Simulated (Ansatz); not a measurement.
**Si2W: the crystal squeezed far**

One table from this session's results is given with a row withheld; the runs are named, their logs left out.

Program: Ansatz 0.2.0. Level of theory: DFT PBE, with the methods named in each step. These are calculated values, not measurements.

## The starting structure

The structure is cubic, space group Fm-3m (No. 225). The conventional cell has a = 5.866 Å, b = 5.866 Å, c = 5.866 Å, α = 90.00°, β = 90.00°, γ = 90.00°. W (site symmetry m-3m) has 8 Si at 2.54 Å as nearest neighbours. Around Si (site symmetry -43m) lie 4 W at 2.54 Å.

Coordinates:

```
W Si
1.0
     0.00000    2.93291    2.93291
     2.93291    0.00000    2.93291
     2.93291    2.93291    0.00000
W Si
1 2
Cartesian
  0.0000 0.0000 0.0000
  1.4665 1.4665 1.4665
  4.3994 4.3994 4.3994
```

Whether this phase is the stable one at these pressures isn't tested.

Atoms are numbered in the order of the input: W1, Si2, Si3.

The first run:

The input, input.yaml:

```yaml
crystal:
  lattice:
    - [0.0, 2.9329133009, 2.9329133009]
    - [2.9329133009, 0.0, 2.9329133009]
    - [2.9329133009, 2.9329133009, 0.0]
  atoms:
    - { symbol: W, position: [0.0, 0.0, 0.0] }
    - { symbol: Si, position: [0.25, 0.25, 0.25] }
    - { symbol: Si, position: [0.75, 0.75, 0.75] }
kpoints:
  mp_grid: { grid: [9, 9, 9] }
scf:
  occupations: { method: fermi_dirac, width: 0.08 }
hamiltonian:
  xc: pbe
  pseudopotentials: { kind: paw }
output:
  forces: true
  stress: true
relax:
  f_tol: 0.005
  max_steps: 40
  cell: {}
```

On the command line:

```
ansatz run input.yaml --threads 1 --pin off --max-ram 3072MiB --backend cpu --events-out ev --progress --plain --runs-dir out
```

Among the steps run: Cell relaxed at zero pressure, PAW; Volume scaled by 1, PAW; Volume scaled by 1, PAW (level accurate); Volume scaled by 0.94, PAW; Volume scaled by 0.88, PAW; Volume scaled by 0.8, PAW; Volume scaled by 0.8, PAW (cutoff 300 eV); Volume scaled by 0.72, PAW; Volume scaled by 0.62, PAW; Volume scaled by 0.62, PAW (level accurate).

One of the session's tables, all rows but one given; the rest of the session is left out.

| method | volume over the first | volume (Å³/atom) | pressure (GPa) |
| --- | --- | --- | --- |
| PAW | 1 | 17.102 | 0.00 |
| PAW | 0.94 | 16.075 | 9.27 |
| PAW | 0.88 | 15.049 | 22.26 |
| PAW | 0.8 | 13.681 | 47.47 |
| PAW | 0.72 | 12.313 | 86.12 |
| PAW | 0.62 | ? | ? |
| PAW (cutoff 300 eV) | 0.8 | 13.681 | 47.61 |
| PAW (level accurate) | 1 | 17.102 | -0.02 |
| PAW (level accurate) | 0.62 | 10.603 | 167.64 |

Q: Estimate the row for PAW, 0.62 from the others.

**Answer.** volume (Å³/atom): 10.603; pressure (GPa): 168.95.

Limits of these values: A fit over so wide a range leans to the high pressures, so B₀ can be off by several per cent. Spin-orbit coupling is left out, though the cell holds W; in elements this heavy it can shift bands and gaps by tenths of an eV. Warnings in the runs' records: second datasets, cutoff below recommended.
